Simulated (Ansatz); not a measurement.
# ZrC: the cost of one run

Program: Ansatz 0.2.0. Level of theory: DFT PBE, scalar-relativistic, plane waves, PAW. These are calculated values, not measurements.

2 further runs of the same task are left out: 1 that didn't finish, 1 set aside as unsound or not needed.

**1. The system as given**

The structure is cubic, space group Fm-3m (No. 225). The conventional cell has a = 4.700 Å, b = 4.700 Å, c = 4.700 Å, α = 90.00°, β = 90.00°, γ = 90.00°. Zr (site symmetry m-3m) is surrounded by 6 C at 2.35 Å. C (site symmetry m-3m) is surrounded by 6 Zr at 2.35 Å.

As a file:

```xyz
2
Lattice="0.0000 2.3502 2.3502 2.3502 0.0000 2.3502 2.3502 2.3502 0.0000" Properties=species:S:1:pos:R:3 pbc="T T T"
Zr    2.3502    2.3502    2.3502
C     0.0000    0.0000    0.0000
```

The structure comes from the Crystallography Open Database.

**2. A change within the space group**

The change: strain xx, yy, zz, yz, xz, xy = -3.1, -3.1, -3.1, +0.0, +0.0, +0.0 %.

The input, input.yaml:

```yaml
crystal:
  lattice:
    - [0.0, 2.2766954312, 2.2766954312]
    - [2.2766954312, 0.0, 2.2766954312]
    - [2.2766954312, 2.2766954312, 0.0]
  atoms:
    - { symbol: Zr, position: [0.5, 0.5, 0.5] }
    - { symbol: C, position: [0.0, 0.0, 0.0] }
basis:
  ecutwfc: 420
kpoints:
  mp_grid: { grid: [16, 16, 16] }
hamiltonian:
  xc: pbe
scf:
  occupations: { method: gaussian, width: 0.1 }
output:
  forces: true
  stress: true
  eigenvalues: true
```

Run with:

```sh
ansatz run input.yaml --threads 1 --pin off --max-ram 1331MiB --backend cpu --events-out ev --progress --plain --runs-dir out
```

**Question.** How long does this run take on 1 thread of an Arm CPU, shared host, and how much memory does it need?

About 2.9 s, with a peak of 0.32 GiB.
